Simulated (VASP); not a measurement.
NaI in VASP 6.6.1, single-point calculation

INCAR

```
NSW = 0
PREC = Accurate
EDIFF = 1E-7
LCHARG = .FALSE.
GGA = PE
ISIF = 2
SIGMA = 0.02
IBRION = -1
ENCUT = 520
LWAVE = .FALSE.
LASPH = .TRUE.
LREAL = .FALSE.
ISMEAR = -1
NBANDS = 7
NELM = 53
```

KPOINTS

```
KPOINTS created by Atomic Simulation Environment
0
Gamma
6 6 6
0 0 0
```

POSCAR

```
Na I
 1.0000000000000000
     0.0000000000000000    3.4368958848000002    3.4368958848000002
     3.4368958848000002    0.0000000000000000    3.4368958848000002
     3.4368958848000002    3.4368958848000002    0.0000000000000000
 Na  I
   1   1
Cartesian
  0.0000000000000000  0.0000000000000000  0.0000000000000000
  1.7184479424000005  1.7184479424000005  1.7184479424000005
```

The recommended PBE PAW datasets give the neutral cell 14 valence electrons.

Command

```
mpirun -np 1 vasp_std
```

OSZICAR

```
N       E                     dE             d eps       ncg     rms          rms(c)
DAV:   1     0.797786547827E+02    0.79779E+02   -0.67546E+03   224   0.171E+03
DAV:   2     0.346346692256E+01   -0.76315E+02   -0.76315E+02   301   0.284E+02
DAV:   3    -0.485501711802E+01   -0.83185E+01   -0.83185E+01   245   0.985E+01
DAV:   4    -0.531666140036E+01   -0.46164E+00   -0.46164E+00   245   0.194E+01
DAV:   5    -0.532826884737E+01   -0.11607E-01   -0.11607E-01   238   0.345E+00    0.172E+00
DAV:   6    -0.523946305081E+01    0.88806E-01   -0.16997E-01   224   0.313E+00    0.123E+00
DAV:   7    -0.523233198142E+01    0.71311E-02   -0.13786E-01   224   0.283E+00    0.671E-01
DAV:   8    -0.524014807363E+01   -0.78161E-02   -0.97267E-03   224   0.110E+00    0.139E-01
DAV:   9    -0.524012752936E+01    0.20544E-04   -0.24059E-04   224   0.244E-01    0.664E-02
DAV:  10    -0.524048955153E+01   -0.36202E-03   -0.55783E-04   224   0.257E-01    0.191E-02
DAV:  11    -0.524049706764E+01   -0.75161E-05   -0.32827E-05   252   0.748E-02    0.452E-03
DAV:  12    -0.524050067063E+01   -0.36030E-05   -0.45762E-06   224   0.238E-02    0.277E-03
DAV:  13    -0.524050095007E+01   -0.27944E-06   -0.48487E-07   210   0.658E-03    0.349E-04
DAV:  14    -0.524050100072E+01   -0.50651E-07   -0.32156E-08   112   0.250E-03
   1 F= -.52405010E+01 E0= -.52405010E+01  d E =-.379472E-11
```

From OUTCAR

```
k-points           NKPTS =     16   k-points in BZ     NKDIM =     16   number of bands    NBANDS=      7

   NELECT =      14.0000    total number of electrons

   dimension x,y,z NGX =    36 NGY =   36 NGZ =   36
   dimension x,y,z NGXF=    72 NGYF=   72 NGZF=   72

  energy-cutoff  :      520.00
  volume of cell :       81.19
      direct lattice vectors                 reciprocal lattice vectors
     0.000000000  3.436895885  3.436895885    -0.145480113  0.145480113  0.145480113
     3.436895885  0.000000000  3.436895885     0.145480113 -0.145480113  0.145480113
     3.436895885  3.436895885  0.000000000     0.145480113  0.145480113 -0.145480113

 k-points in reciprocal lattice and weights: KPOINTS created by Atomic Simulation Env
   0.00000000  0.00000000  0.00000000       0.005
   0.16666667  0.00000000  0.00000000       0.037
   0.33333333  0.00000000  0.00000000       0.037
   0.50000000  0.00000000  0.00000000       0.019
   0.16666667  0.16666667  0.00000000       0.028
   0.33333333  0.16666667  0.00000000       0.111
   0.50000000  0.16666667  0.00000000       0.111
  -0.33333333  0.16666667  0.00000000       0.111
   ...

 E-fermi :  -0.1924

 k-point     1 :       0.0000    0.0000    0.0000
  band No.  band energies     occupation
      1     -22.5845      2.00000
      2     -22.5844      2.00000
      3     -22.5844      2.00000
      4     -11.2114      2.00000
      5      -0.6465      2.00000
      6      -0.6465      2.00000
      7      -0.6465      2.00000

 k-point     2 :       0.1667    0.0000    0.0000
  band No.  band energies     occupation
      1     -22.5855      2.00000
      2     -22.5846      2.00000
      3     -22.5846      2.00000
      4     -11.1692      2.00000
      5      -1.1000      2.00000
      6      -0.6864      2.00000
      7      -0.6864      2.00000

 k-point     3 :       0.3333    0.0000    0.0000
  band No.  band energies     occupation
      1     -22.5877      2.00000
      2     -22.5849      2.00000
      3     -22.5849      2.00000
      4     -11.0820      2.00000
      5      -1.7863      2.00000
      6      -0.7628      2.00000
      7      -0.7628      2.00000

 k-point     4 :       0.5000    0.0000    0.0000
  band No.  band energies     occupation
      1     -22.5888      2.00000
      2     -22.5850      2.00000
      3     -22.5850      2.00000
      4     -11.0371      2.00000
      5      -2.0704      2.00000
      6      -0.7994      2.00000
      7      -0.7994      2.00000

 k-point     5 :       0.1667    0.1667    0.0000
  band No.  band energies     occupation
      1     -22.5856      2.00000
      2     -22.5848      2.00000
      3     -22.5848      2.00000
      4     -11.1551      2.00000
      5      -1.0984      2.00000
      6      -0.7723      2.00000
      7      -0.7723      2.00000

 k-point     6 :       0.3333    0.1667    0.0000
  band No.  band energies     occupation
      1     -22.5872      2.00000
      2     -22.5851      2.00000
      3     -22.5851      2.00000
      4     -11.0830      2.00000
      5      -1.6009      2.00000
      6      -0.8897      2.00000
      7      -0.8686      2.00000

 k-point     7 :       0.5000    0.1667    0.0000
  band No.  band energies     occupation
      1     -22.5885      2.00000
      2     -22.5855      2.00000
      3     -22.5852      2.00000
      4     -11.0233      2.00000
      5      -1.9397      2.00000
      6      -1.0517      2.00000
      7      -0.8827      2.00000

 ...

  Total        0.8940936      0.8940936      0.8940936     -0.0000000      0.0000000     -0.0000000
  in kB       17.6426761     17.6426761     17.6426761     -0.0000000      0.0000000     -0.0000000
  external PRESSURE =      17.6426761 kB  Pullay stress =       0.0000000 kB

 POSITION                                       TOTAL-FORCE (eV/Angst)
 -----------------------------------------------------------------------------------
      0.00000      0.00000      0.00000         0.000000      0.000000     -0.000000
      1.71845      1.71845      1.71845        -0.000000     -0.000000      0.000000
 -----------------------------------------------------------------------------------
    total drift:                                0.000002      0.000002      0.000002

  FREE ENERGIE OF THE ION-ELECTRON SYSTEM (eV)
  ---------------------------------------------------
  free  energy   TOTEN  =        -5.2405010007 eV

  energy  without entropy=       -5.2405010007  energy(sigma->0) =       -5.24050100
```

It converged. Results: pressure 1.8 GPa.

One setting is odd (too few bands), but here it hardly changes the result.

On sound settings PBE gives a gap of 3.98 eV on its mesh and a pressure of 1.8 GPa for the intended cell. This run's energy (σ→0) differs from it by 0 meV an atom.

The run took about 9.7 s on one core of a shared host (Intel Xeon Platinum 8488C) and held 0.2 GiB at most.
